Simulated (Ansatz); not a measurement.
# Mg11ScF24: the cost of one run

Method: DFT, PBE, plane-wave PAW, default files, scalar-relativistic, as far as a step names no other, in Ansatz 0.2.0.

## 1. The system as given

It takes space group Pmmm (No. 47, orthorhombic). The conventional cell has a = 6.527 Å, b = 6.527 Å, c = 9.143 Å, α = 90.00°, β = 90.00°, γ = 90.00°. Around Sc (site symmetry mmm) lie 6 F at 1.98 to 1.99 Å. Mg (site symmetry mm2) is surrounded by 6 F at 1.98 to 1.99 Å. Mg (site symmetry mmm) is surrounded by 6 F at 1.98 to 1.99 Å. Only part of the 16 independent sites is listed.

Coordinates:

```
Sc Mg F
1.0
     4.61520    4.61520    0.00000
    -4.61520    4.61520    0.00000
     0.00000    0.00000    9.14335
Sc Mg F
1 11 24
Cartesian
  2.3076 2.3076 1.5239
  2.3076 2.3076 4.5717
  2.3076 2.3076 7.6195
  -2.3076 2.3076 1.5239
  -2.3076 2.3076 4.5717
  -2.3076 2.3076 7.6195
  0.0000 0.0000 0.0000
  0.0000 0.0000 3.0478
  0.0000 0.0000 6.0956
  0.0000 4.6152 0.0000
  0.0000 4.6152 3.0478
  0.0000 4.6152 6.0956
  3.2172 3.2172 0.0000
  3.2172 3.2172 3.0478
  3.2172 3.2172 6.0956
  -1.3980 3.2172 0.0000
  -1.3980 3.2172 3.0478
  -1.3980 3.2172 6.0956
  -0.9096 5.5248 1.5239
  -0.9096 5.5248 4.5717
  -0.9096 5.5248 7.6195
  -0.9096 0.9096 1.5239
  -0.9096 0.9096 4.5717
  -0.9096 0.9096 7.6195
  1.3980 1.3980 0.0000
  1.3980 1.3980 3.0478
  1.3980 1.3980 6.0956
  1.3980 6.0132 0.0000
  1.3980 6.0132 3.0478
  1.3980 6.0132 6.0956
  0.9096 3.7056 1.5239
  0.9096 3.7056 4.5717
  0.9096 3.7056 7.6195
  -3.7056 3.7056 1.5239
  -3.7056 3.7056 4.5717
  -3.7056 3.7056 7.6195
```

Atom 1 of the input is the impurity.

## 2. First run, atoms as given

input.yaml reads:

```yaml
crystal:
  lattice:
    - [4.61519661, 4.61519661, 0.0]
    - [-4.61519661, 4.61519661, 0.0]
    - [0.0, 0.0, 9.14335053]
  atoms:
    - { symbol: Sc, position: [0.5, 0.0, 0.1666666667] }
    - { symbol: Mg, position: [0.5, 0.0, 0.5] }
    - { symbol: Mg, position: [0.5, 0.0, 0.8333333333] }
    - { symbol: Mg, position: [0.0, 0.5, 0.1666666667] }
    - { symbol: Mg, position: [0.0, 0.5, 0.5] }
    - { symbol: Mg, position: [0.0, 0.5, 0.8333333333] }
    - { symbol: Mg, position: [0.0, 0.0, 0.0] }
    - { symbol: Mg, position: [0.0, 0.0, 0.3333333333] }
    - { symbol: Mg, position: [0.0, 0.0, 0.6666666667] }
    - { symbol: Mg, position: [0.5, 0.5, 0.0] }
    - { symbol: Mg, position: [0.5, 0.5, 0.3333333333] }
    - { symbol: Mg, position: [0.5, 0.5, 0.6666666667] }
    - { symbol: F, position: [0.69707986, 0.0, 0.0] }
    - { symbol: F, position: [0.69707986, 0.0, 0.3333333333] }
    - { symbol: F, position: [0.69707986, 0.0, 0.6666666667] }
    - { symbol: F, position: [0.19707986, 0.5, 0.0] }
    - { symbol: F, position: [0.19707986, 0.5, 0.3333333333] }
    - { symbol: F, position: [0.19707986, 0.5, 0.6666666667] }
    - { symbol: F, position: [0.5, 0.69707986, 0.1666666667] }
    - { symbol: F, position: [0.5, 0.69707986, 0.5] }
    - { symbol: F, position: [0.5, 0.69707986, 0.8333333333] }
    - { symbol: F, position: [0.0, 0.19707986, 0.1666666667] }
    - { symbol: F, position: [0.0, 0.19707986, 0.5] }
    - { symbol: F, position: [0.0, 0.19707986, 0.8333333333] }
    - { symbol: F, position: [0.30292014, 0.0, 0.0] }
    - { symbol: F, position: [0.30292014, 0.0, 0.3333333333] }
    - { symbol: F, position: [0.30292014, 0.0, 0.6666666667] }
    - { symbol: F, position: [0.80292014, 0.5, 0.0] }
    - { symbol: F, position: [0.80292014, 0.5, 0.3333333333] }
    - { symbol: F, position: [0.80292014, 0.5, 0.6666666667] }
    - { symbol: F, position: [0.5, 0.30292014, 0.1666666667] }
    - { symbol: F, position: [0.5, 0.30292014, 0.5] }
    - { symbol: F, position: [0.5, 0.30292014, 0.8333333333] }
    - { symbol: F, position: [0.0, 0.80292014, 0.1666666667] }
    - { symbol: F, position: [0.0, 0.80292014, 0.5] }
    - { symbol: F, position: [0.0, 0.80292014, 0.8333333333] }
total_charge: 1
kpoints:
  mp_grid: { grid: [3, 3, 2] }
scf:
  occupations: { method: fermi_dirac, width: 0.01 }
hamiltonian:
  xc: pbe
  pseudopotentials: { kind: paw }
output:
  forces: true
  stress: true
  populations: true
  efg:
    quadrupole_moments_barn: { Sc: -0.22, Mg: 0.1994 }
    contact_densities: true
```

Started as:

```console
$ ansatz run input.yaml --threads 1 --pin off --max-ram 3072MiB --backend cpu --events-out ev --progress --plain --runs-dir out
```

**Question.** How long does this run take on 1 thread of AMD EPYC 9R45 (Zen 5), shared host, and how much memory does it need?

About 28 s, with a peak of 0.96 GiB.
